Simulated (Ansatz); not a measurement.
# MgSi (Cmcm) in Ansatz: notebook

The runs below take MgSi through density of states, phonons, with PBEsol.

Everything below comes from runs of Ansatz 0.2.0. Logs are shortened: lines on timing, memory, paths and dates and some standing lists are left out, and cuts for length are marked.

## (1) The structure

The structure is orthorhombic, space group Cmcm (No. 63). Conventional cell: a = 3.005 Å, b = 10.852 Å, c = 4.340 Å, α = 90.00°, β = 90.00°, γ = 90.00°. Around Si (site symmetry m2m) lie 4 Si at 2.66 to 3.01 Å and 7 Mg at 2.83 to 3.00 Å. Around Mg (site symmetry m2m) lie 7 Si at 2.83 to 3.00 Å and 6 Mg at 3.01 to 3.18 Å.

The cell comes from a database or a generator and needn't be the stable form of this composition.

## (2) Density of states, PBEsol

input.yaml reads:

```yaml
crystal:
  lattice:
    - [1.502512, -5.426016, 0.0]
    - [1.502512, 5.426016, 0.0]
    - [0.0, 0.0, 4.340178]
  atoms:
    - { symbol: Si, position: [0.570638, 0.429362, 0.75] }
    - { symbol: Si, position: [0.429362, 0.570638, 0.25] }
    - { symbol: Mg, position: [0.168381, 0.831619, 0.25] }
    - { symbol: Mg, position: [0.831619, 0.168381, 0.75] }
kpoints:
  mp_grid: { grid: [9, 9, 6] }
scf:
  occupations: { method: fermi_dirac, width: 0.05 }
hamiltonian:
  xc: pbesol
  pseudopotentials: { kind: all_electron, datasets: crystal }
output:
  forces: true
  stress: true
  eigenvalues: true
  dos: { projected: false, de: 0.2, e_range: [-10, 6] }
```

Potentials or basis: all-electron PAW datasets made for the crystal.

Command:

```bash
$ ansatz run input.yaml --threads 2 --pin off --max-ram 8192MiB --backend cpu --events-out ev --progress --plain --runs-dir out
```

Output:

```text
Warning: RAYON_NUM_THREADS=2 ignored (pool sized by the plan → 2); use --threads N
hamiltonian.pseudopotentials.datasets: crystal makes datasets for this crystal and solves the spheres of its atoms anew in each pass: cutoff 160.0 eV, the density's 640.0 eV; for an error of 0.50 meV an atom under PBE, 2.0 meV for the cell; an energy difference from a run of another recipe may be off by several times the error for the cell, under r2SCAN by more, where some 0.1 meV an atom stays at smaller errors; Mg in spheres of 1.376 Å, 2 of its electrons in bands, 8 on its site; Si in spheres of 1.328 Å, 4 of its electrons in bands; only band paths and densities of states list, in semicore columns, the levels of the semicore shells that are solved separately: 2s of Mg, 2p of Mg
band count auto-derived: 11 (N_el = 12.0; filled up to band 6; 10 by the electrons, moments and atoms)
Engine: ansatz 0.2.0, aarch64-unknown-linux-gnu
Pseudopotentials: kind: all_electron
Pseudopotential: Si, paw, valence charge 4, recommended cutoff 160 eV (normal), crystal/all_electron/pbesol/scalar/gaussian/Si, Koelling and Harmon's equation, gaussian nucleus
Pseudopotential: Mg, paw, valence charge 10, recommended cutoff 160 eV (normal), crystal/all_electron/pbesol/scalar/gaussian/Mg, Koelling and Harmon's equation, gaussian nucleus
Functional definition: PBEsol
  exchange = pbesol_x
  correlation = pbesol_c
Crystal: 4 atoms, lattice volume = 70.768 Å³
Basis set: ecut = 160 eV, 345 PW (Γ), exchange–correlation on 48×48×36 points (8 copies of the dense FFT grid, shifted against one another)
Bands: 11, of which v1, the nominal top of the filled ones, is band 6 counted from 1 (5 counted from 0)
Symmetry: 8 space group operations
Space group: Cmcm (ITA 63), of the structure as read, at distance tolerance 4.1e-5 Å
k-points: 100 of 486
Non-local potential: Si, projectors of the file, l = 0: 1, l = 1: 1
Non-local potential: Mg, projectors of the file, l = 0: 1, l = 1: 1
PAW form: soft (Blöchl's): semilocal exchange-correlation on the pseudo side does not see the compensation charge
PAW one-centre angular grid: Si, 110 points (default); XC on its mesh's 1989 points in the sphere
PAW one-centre angular grid: Mg, 110 points (default); XC on its mesh's 2015 points in the sphere
Initial density: superposition of atomic densities (neutral atoms: chi_scale 0, normalization atom)
Initial wavefunctions: pseudopotential atomic-orbital guess
Functional: x = pbesol(κ = 0.804, μ = 0.12345679012345678), c = pbesol(β = 0.046)
iter 1 solved again at ethr=6.73e-3 eV; its pass at ethr=1.00e-1 eV (dr2=8.08e-1 eV) is discarded
SCF iter   1: F=—  HF=-26635.092909 eV  |F-HF|=—  |Δ(HF+E_count)|=         —  Δρ=2.24e-2  dr2=8.30e-1  ethr=6.73e-3  ⟨swp⟩=3.3  Hψ=7268  notcnv=0
preconditioner: auto → none  [metal: Δε(μ)=0.014 eV  Ē_g=7.554 eV  σ=0.050 eV  W_gap=0.07  n_scr=8 (ndim 8)  ℏωp=15.3 eV  f_vac=0.000  D(μ)=2.33/eV (n_scr^D=14)  sad-step TF]
SCF iter   2: F=—  HF=-26635.023354 eV  |F-HF|=—  |Δ(HF+E_count)|=   6.96e-2  Δρ=1.40e-2  dr2=2.94e-1  ethr=6.73e-3  ⟨swp⟩=2.0  Hψ=2200  notcnv=0
iter 3 solved again at ethr=1.25e-4 eV; its pass at ethr=2.45e-3 eV (dr2=1.50e-2 eV) is discarded
SCF iter   3: F=—  HF=-26634.977538 eV  |F-HF|=—  |Δ(HF+E_count)|=   4.58e-2  Δρ=2.66e-3  dr2=1.52e-2  ethr=1.25e-4  ⟨swp⟩=2.0  Hψ=5077  notcnv=0  defer=1
SCF iter   4: F=—  HF=-26634.977672 eV  |F-HF|=—  |Δ(HF+E_count)|=   1.34e-4  Δρ=2.17e-3  dr2=2.01e-2  ethr=1.25e-4  ⟨swp⟩=3.0  Hψ=2669  notcnv=0  defer=1
SCF iter   5: F=—  HF=-26634.972953 eV  |F-HF|=—  |Δ(HF+E_count)|=   4.72e-3  Δρ=5.69e-4  dr2=1.30e-3  ethr=1.25e-4  ⟨swp⟩=2.1  Hψ=1842  notcnv=0  defer=1
SCF iter   6: F=—  HF=-26634.972717 eV  |F-HF|=—  |Δ(HF+E_count)|=   2.37e-4  Δρ=1.37e-4  dr2=6.03e-5  ethr=1.08e-5  ⟨swp⟩=2.5  Hψ=2683  notcnv=0
SCF iter   7: F=—  HF=-26634.972701 eV  |F-HF|=—  |Δ(HF+E_count)|=   1.57e-5  Δρ=2.31e-5  dr2=1.61e-6  ethr=5.03e-7  ⟨swp⟩=2.6  Hψ=1856  notcnv=0
SCF iter   8: F=-26634.972701 eV  HF=-26634.972701 eV  |F-HF|=1.76e-8  |Δ(HF+E_count)|=   5.10e-8  Δρ=5.12e-6  dr2=2.36e-8  ethr=1.34e-8  ⟨swp⟩=3.0  Hψ=2093  notcnv=0
SCF 1 converged in 8 iterations: F = -26634.972697 eV  dr2 = 2.36e-8
  Residual-converged pass: ⟨swp⟩=4.0  Hψ=2524  notcnv=0  max |occ|·‖R‖ = 6.5e-6 eV (tolerance 6.7e-6 eV)  dr2=2.01e-8  dr2_onsite=2.17e-8  max |Δocc| = 4.3e-9
SCF converged after 8 iterations
Free energy (F): -26634.972697 eV
Harris-Foulkes:  -26634.972697 eV  (|F-HF|=1.76e-8)
Internal energy: -26634.958087 eV  (E = F + TS)
E sigma→0 (E₀):  -26634.965392 eV
Entropy (-TS):   -0.014610 eV (-3.653 meV/atom)
Past the cutoff: the bands carry plane waves up to 1.75 times it, of which those up to 1.5 times it add -0.000110 eV an atom, each by itself; the spheres take 0.000051 eV an atom off the energy for waves past 1.75 times it
By the cutoff:   a pressure is off by up to 0.005 GPa (1.2 times the spheres' own share and the shells' term, over an atom's volume, and 0.004 GPa: a bound that held against runs at twice the plane waves)
Past the cutoffs: a stress includes 0.0018 GPa for waves and charges beyond them, in addition to the slope of what the spheres take
In the spheres:  the bands' charges fall short by 1.7e-7 e at most (sound up to 1e-3), those of shells solved beside the bands by 9.6e-8 e (sound up to 5e-4)
Fermi energy:    8.525796 eV
--- Per-component energies (eV) ---
  E_band       = 48.088796
  E_kinetic    = 104.102883
  E_local      = -1255.994205  (includes V_loc(G=0)·N_el)
  E_nonlocal   = 16.939597
  E_hartree    = 669.177429
  E_xc         = -105.917829
  E_vxc        = -134.420414  (∫ρ·V_xc dr)
  E_paw        = -28769.718025  (= ΣΔE_a)
  E_vpaw       = -4433.663987  (= ΣTr[D̂ρ^β])
  E_ewald      = -1706.314940
  E_smearing   = -0.014610  (= −TS)
  E_closure    = 4412.767004  (closes the sum)
  Σ components = -26634.972697   (vs F -26634.972697, Δ=0.00e0)
  The terms above E_closure are by the made datasets' own strengths, without shells solved beside the bands.
--- Forces (eV/Å), atoms counted from 1 ---
  atom   1  Si     0.00000000     0.16453978     0.00000000
  atom   2  Si     0.00000000    -0.16453978     0.00000000
  atom   3  Mg     0.00000000     0.16160951     0.00000000
  atom   4  Mg     0.00000000    -0.16160951     0.00000000
  max |Σ_I F_I| component: 0.00e0 eV/Å
--- Stress (GPa, compression-positive) ---
       -2.083242       0.000000       0.000000
        0.000000      -1.525267       0.000000
        0.000000       0.000000      -0.672470
  P = ⅓ Tr σ = -1.4270 GPa (-14.270 kbar)
  It holds what live shells' own plane waves past their cutoff add
--- Band table (eV; the first three rows and the last of 100) ---
  k-point 0: bands = ["-2.7823", "1.6715", "3.6111", "4.6801", "6.2604", "9.3657", "10.7709", "11.0433", "11.3191"]
  k-point 1: bands = ["-2.5760", "1.3837", "3.7383", "3.8058", "7.8517", "7.9899", "9.0534", "12.2093", "12.5494"]
  k-point 2: bands = ["-1.9645", "0.2854", "3.6860", "4.3338", "6.2216", "7.1218", "10.9406", "12.6700", "14.0240"]
  k-point 99: bands = ["-0.6915", "-0.6915", "2.5361", "2.5361", "9.9262", "9.9262", "11.4976", "11.4976", "13.2520"]
```

It took 5.3 s on 2 threads of Arm Neoverse V2, shared host; peak memory 0.45 GiB.

What came out:

- Free energy: -26634.9727 eV
- Pressure: -1.4 GPa
- Largest force: 0.165 eV/Å
- Band gap on the k mesh: none (metal or under the smearing width)

Forces on the atoms (eV/Å):
```
Si   0.000  0.165  0.000
Si   0.000 -0.165  0.000
Mg   0.000  0.162  0.000
Mg   0.000 -0.162  0.000
```

States per cell in windows of 1 eV (zero at the Fermi level; states under -8 eV left out):
```
from (eV)  total
     -8.0   0.83
     -7.0   0.59
     -6.0   0.90
     -5.0   1.39
     -4.0   1.54
     -3.0   1.33
     -2.0   1.58
     -1.0   1.45
      0.0   1.58
      1.0   1.88
      2.0   1.95
      3.0   1.97
      4.0   1.58
      5.0   0.84
```

Caveat: the program warned that the printed levels may be off, so bands, gaps and densities of states are rough.

## (3) Phonons, PBEsol

input.yaml: that of step 2 with these lines changed.

```diff
@@ -16,7 +16,6 @@
   xc: pbesol
-  pseudopotentials: { kind: all_electron, datasets: crystal }
-output:
-  forces: true
-  stress: true
-  eigenvalues: true
-  dos: { projected: false, de: 0.2, e_range: [-10, 6] }
+  pseudopotentials: { kind: all_electron, lapw: { basis_error: 0.002 } }
+output: {}
+phonons:
+  method: fd
+  supercell: [1, 1, 1]
```

Potentials or basis: all-electron LAPW, scalar-relativistic.

Command:

```bash
$ ansatz run input.yaml --threads 2 --pin off --max-ram 8192MiB --backend cpu --events-out ev --progress --plain --runs-dir out
```

Output:

```text
Warning: RAYON_NUM_THREADS=2 ignored (pool sized by the plan → 2); use --threads N
LAPW: plane waves up to 6.204 Å⁻¹, error target 2.0e-3 eV per atom; small_component_spin mean_spin; Mg in spheres of 1.377 Å, 10 of its electrons in bands, Dirac shells []; Si in spheres of 1.289 Å, 12 of its electrons in bands, Dirac shells [] (how accurate: hamiltonian.pseudopotentials.lapw.basis_error, Limitations)
[... 2 set-up lines as earlier in the session ...]
Pseudopotential: Si, LAPW, valence charge 12, lapw/all_electron/scalar/gaussian/Si, Koelling and Harmon's equation, gaussian nucleus
Pseudopotential: Mg, LAPW, valence charge 10, lapw/all_electron/scalar/gaussian/Mg, Koelling and Harmon's equation, gaussian nucleus
[... 3 set-up lines as earlier in the session ...]
Crystal: 4 atoms, lattice volume = 70.768 Å³
Basis set: ecut = 146.63211751382687 eV, 277 PW (Γ), FFT grids on a1+a2, a2, a3, exchange–correlation at level 2
Bands: 27, of which v1, the nominal top of the filled ones, is band 22 counted from 1 (21 counted from 0)
[... 1 set-up line as earlier in the session ...]
[... 108 lines left out ...]
  atom   1  Si     0.00000000     0.16457131     0.00000000
  atom   2  Si     0.00000000    -0.16457131     0.00000000
  atom   3  Mg     0.00000000     0.16172694     0.00000000
  atom   4  Mg     0.00000000    -0.16172694     0.00000000
  max |Σ_I F_I| component: 5.55e-17 eV/Å
--- Band table (eV; the first three rows and the last of 100) ---
  k-point 0: bands = ["-125.4725", "-125.4719", "-81.7680", "-81.7675", "-81.7571", "-81.7531", "-81.7508", "-81.7490", "-67.0919", "-67.0898", "-34.0458", "-34.0447", "-34.0354", "-34.0341", "-34.0305", "-34.0286", "-2.7823", "1.6716", "3.6111", "4.6802", "6.2604", "9.3658", "10.7711", "11.0434", "11.3192", "12.0497", "14.4055"]
  k-point 1: bands = ["-125.4724", "-125.4719", "-81.7679", "-81.7675", "-81.7570", "-81.7536", "-81.7504", "-81.7490", "-67.0918", "-67.0900", "-34.0463", "-34.0451", "-34.0347", "-34.0337", "-34.0306", "-34.0290", "-2.5760", "1.3838", "3.7383", "3.8059", "7.8518", "7.9899", "9.0535", "12.2094", "12.5496", "13.6777", "14.3518"]
  k-point 2: bands = ["-125.4723", "-125.4720", "-81.7679", "-81.7676", "-81.7564", "-81.7546", "-81.7499", "-81.7492", "-67.0914", "-67.0903", "-34.0469", "-34.0460", "-34.0332", "-34.0327", "-34.0310", "-34.0300", "-1.9645", "0.2855", "3.6861", "4.3339", "6.2217", "7.1218", "10.9407", "12.6702", "14.0241", "14.8272", "15.5808"]
  k-point 99: bands = ["-125.4722", "-125.4722", "-81.7677", "-81.7677", "-81.7556", "-81.7556", "-81.7494", "-81.7494", "-67.0909", "-67.0909", "-34.0471", "-34.0471", "-34.0315", "-34.0315", "-34.0313", "-34.0313", "-0.6914", "-0.6914", "2.5361", "2.5361", "9.9264", "9.9264", "11.4978", "11.4978", "13.2521", "13.2521", "14.5653"]
--- Phonons: 6 displaced members + reference (amplitude 0.01 Å, Σ member SCF iterations 41) ---
  symmetry images taken by strict's conditions (phonons.symmetry_images: auto; settled by no image being taken that strict refuses)
  ASR residual: 1.366e-4 → 0.000e0 eV/Å²; symmetrization residual: 3.829e-4 eV/Å²
  largest component of a force at the reference: 1.6e-1 eV/Å
  ASR residual per site (eV/Å²): 1.37e-4 1.37e-4 1.00e-4 1.00e-4
  Γ frequencies (cm⁻¹): 0.00 0.00 0.00 127.44 145.74 162.15 179.66 207.54 233.72 236.80 238.43 278.03
  density of states and harmonic sums: on the 21×21×14 q-mesh, interpolated from the force constants of a 1×1×1 supercell (no non-analytic term)
  largest difference from the sums on the solved wave vectors: F 5.23e-1 eV, S 7.81e-4 and C_V 2.58e-4 eV/K
  zero-point energy: 0.127266 eV/cell   skipped modes (ω ≤ 0): 3   left out of the sums: 4.05e-5 of the cell's modes: C_V's classical limit lies that fraction below 3 k_B per atom; for a crystal, a wire or a layer, F and S can be off by more, and a phonons.interpolated_qmesh denser along its periods is the remedy for the sampling
```

phthermo.tsv:

```text
# format = ansatz-phthermo/1
# interpolated_qmesh = 21 21 14
# force_constants_supercell = 1 1 1
# non_analytic_term = not included (the non-analytic LO-TO correction is not applied to the interpolated dynamical matrix; polar crystals: no LO-TO splitting at GAMMA, and LO and other optical branches, acoustic branches and sound speeds, and with them the density of states and the thermodynamics, can be off between the wave vectors that the force constants were sampled on, most near GAMMA; a larger extent of the force constants narrows that region and is not shown to mend the acoustic slopes)
# zero_point_energy_ev = 1.2726608881e-1
# n_skipped_modes = 3
# share_of_modes_left_out = 4.0492387431e-5
# rigid_motions_known_by = geometry
# t_k	f_vib_ev	s_ev_per_k	c_v_ev_per_k
0.0000	1.2726608881e-1	0.0000000000e0	0.0000000000e0
10.0000	1.2726480267e-1	5.4785180499e-7	1.7675116020e-6
20.0000	1.2724137725e-1	5.3291035156e-6	1.7901882547e-5
30.0000	1.2712302787e-1	2.0566745631e-5	6.6613899986e-5
40.0000	1.2678171410e-1	5.0120060761e-5	1.4673727015e-4
50.0000	1.2607587455e-1	9.3025284923e-5	2.4267229188e-4
[... 93 lines left out ...]
990.0000	-1.4790857378e0	2.5338794114e-3	1.0282398670e-3
1000.0000	-1.5044762912e0	2.5442141466e-3	1.0283547552e-3
```

Run time: 2.1 min. Hardware: 2 threads of Arm Neoverse V2, shared host; peak memory 0.49 GiB.

Results:

| Property | Result |
| --- | --- |
| Free energy | -26634.9704 eV |
| Largest force | 0.165 eV/Å |
| Band gap on the k mesh | none (metal or under the smearing width) |
| Highest phonon frequency at Γ | 278 cm⁻¹ |

Forces on the atoms (eV/Å):
```
Si   0.000  0.165  0.000
Si   0.000 -0.165  0.000
Mg   0.000  0.162  0.000
Mg   0.000 -0.162  0.000
```

Phonon frequencies in cm⁻¹ (negative: imaginary):
```csv
q point,frequencies
"(0.000, 0.000, 0.000)",0 0 0 127 146 162 180 208 234 237 238 278
```

Caveat: a metal's response needs a denser mesh.
